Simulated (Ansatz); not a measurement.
Cu Kα1 powder pattern (kinematic, no thermal factors).
2θ (°) (relative intensity): 14.76 (96), 24.40 (12), 25.52 (97), 28.64 (48), 29.77 (1), 33.24 (100), 38.86 (23), 42.95 (48), 45.22 (40), 45.33 (10), 45.65 (33), 50.01 (2), 50.62 (15), 52.14 (2), 52.44 (9), 53.13 (2), 55.36 (23), 59.29 (6), 59.57 (7), 61.83 (4), 64.12 (14), 64.21 (21), 67.50 (4), 68.00 (1), 68.51 (12), 70.02 (7), 70.87 (1), 72.52 (20), 75.96 (6), 75.97 (4), 76.21 (3), 78.23 (13), 78.70 (8), 80.31 (15), 80.62 (6), 83.41 (2), 85.08 (4)

The pattern is computed from a structure relaxed with DFT PBE, scalar-relativistic, plane waves, PAW in Ansatz 0.2.0. No spin polarisation. Its elements are Sn, Te.

Problem. Give the structure.

Solution. SnTe.
Space group P-3m1 (No. 164). a = 4.208 Å, b = 4.208 Å, c = 11.994 Å, α = 90.00°, β = 90.00°, γ = 120.00°
| atom | site | symmetry | x | y | z |
| --- | --- | --- | --- | --- | --- |
| Sn | 2c | 3m. | 0.0000 | 0.0000 | 0.8140 |
| Te | 2d | 3m. | 0.3333 | 0.6667 | 0.6744 |

A pattern alone doesn't exclude other cells with like lines; this is the one computed.

The structure comes from a generated guess; another structure or a mixture of phases may lie lower. No dispersion correction is applied, so the spacing between layers, chains or molecules is poorly fixed.
